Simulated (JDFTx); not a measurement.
Br:

```
CELL_PARAMETERS angstrom
3.36325 -2.32255 0.00000
3.36325 2.32255 0.00000
0.00000 0.00000 8.70230
ATOMIC_POSITIONS crystal
Br 0.36510 0.63490 0.39010
Br 0.13490 0.86510 0.89010
Br 0.63490 0.36510 0.60990
Br 0.86510 0.13490 0.10990
```

- Program: JDFTx 1.7.0 (patched build)
- Task: single point
- Functional: PBEsol
- Potentials or basis: PseudoDojo-SR-PBEsol-0.4.1-standard with smoothed tails
- Cutoff: 626 eV
- Density cutoff: 5007 eV
- k mesh: 7 × 7 × 3
- Occupations: fermi-dirac, width 0.05 eV
- Spin: no spin polarisation

On this cell: pressure 0.1 GPa; largest force 0.739 eV/Å; band gap on the k mesh 1.81 eV, indirect (least direct gap 1.82 eV).

The same run follows on a disturbed copy (atoms moved at random, drawn with an rms of 0.05 Å):

```
Br
1.0
     3.36325   -2.32255    0.00000
     3.36325    2.32255    0.00000
     0.00000    0.00000    8.70230
Br
4
Direct
  0.36210 0.64457 0.38555
  0.13829 0.86548 0.88671
  0.62662 0.35413 0.61351
  0.86227 0.12977 0.10185
```

What does the disturbed cell give?

The energy moves by +4.7 meV/atom; pressure -0.4 GPa; largest force 1.270 eV/Å; band gap on the k mesh 1.62 eV, indirect (least direct gap 1.67 eV).

Forces on the atoms (eV/Å):
```
Br  -0.060 -0.157  0.117
Br  -0.025 -0.582 -1.107
Br   0.070  0.165 -0.142
Br   0.015  0.574  1.133
```

Stress tensor (GPa, compression positive):
```
 0.04 -0.05  0.00
-0.05 -0.99  1.92
 0.00  1.92 -0.19
```

Caveats: an odd mesh through Γ misses points on the zone boundary, where band edges often lie; the empty levels aren't tightly converged (some runs).
